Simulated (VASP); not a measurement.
GaP:

```
Ga P
1.0
     5.71043    0.00000    0.00000
     0.00000    5.71043    0.00000
     0.00000    0.00000    5.71043
Ga P
4 4
Direct
  0.00000 0.00000 0.00000
  0.00000 0.50000 0.50000
  0.50000 0.00000 0.50000
  0.50000 0.50000 0.00000
  0.25000 0.25000 0.25000
  0.25000 0.75000 0.75000
  0.75000 0.75000 0.25000
  0.75000 0.25000 0.75000
```

The cell isn't the ideal one: volume scaled by 1.15.

| Property | Result |
| --- | --- |
| Program | VASP 6.6.1 |
| Task | relaxation of cell and atoms |
| Functional | revPBE |
| Potentials or basis | VASP PAW PBE potentials, release 64 (Ga_d, P) |
| Cutoff | 600 eV |
| k mesh | 5 × 5 × 5 |
| Occupations | tetrahedron |
| Spin | no spin polarisation |

At the start: pressure -5.3 GPa; volume 23.28 Å³/atom.

**Question.** Where does the relaxation end?

**Answer.** Over 3 steps the energy falls by 36.7 meV/atom and the volume is 21.25 Å³/atom (-8.7 %); space group F-43m (No. 216, to 0.05 Å).

Step by step:
| step | energy change (eV) | largest force (eV/Å) | pressure (GPa) | volume (Å³) |
| --- | --- | --- | --- | --- |
| 1 | 0.0000 | 0.0000 | -5.32 | 186.21 |
| 2 | -0.2726 | 0.0000 | 1.76 | 166.13 |
| 3 | -0.2934 | 0.0000 | 0.01 | 169.98 |

Final structure:
```yaml
crystal:
  lattice:
    - [5.53945, 0.00000, 0.00000]
    - [0.00000, 5.53945, 0.00000]
    - [0.00000, 0.00000, 5.53945]
  atoms:
    - { symbol: Ga, position: [0.00000, 0.00000, 0.00000] }
    - { symbol: Ga, position: [0.00000, 0.50000, 0.50000] }
    - { symbol: Ga, position: [0.50000, 0.00000, 0.50000] }
    - { symbol: Ga, position: [0.50000, 0.50000, 0.00000] }
    - { symbol: P, position: [0.25000, 0.25000, 0.25000] }
    - { symbol: P, position: [0.25000, 0.75000, 0.75000] }
    - { symbol: P, position: [0.75000, 0.75000, 0.25000] }
    - { symbol: P, position: [0.75000, 0.25000, 0.75000] }
```

Caveat: the PAW data sets were made with another functional, which shifts forces and pressure a little; an odd mesh through Γ misses points on the zone boundary, where band edges often lie.
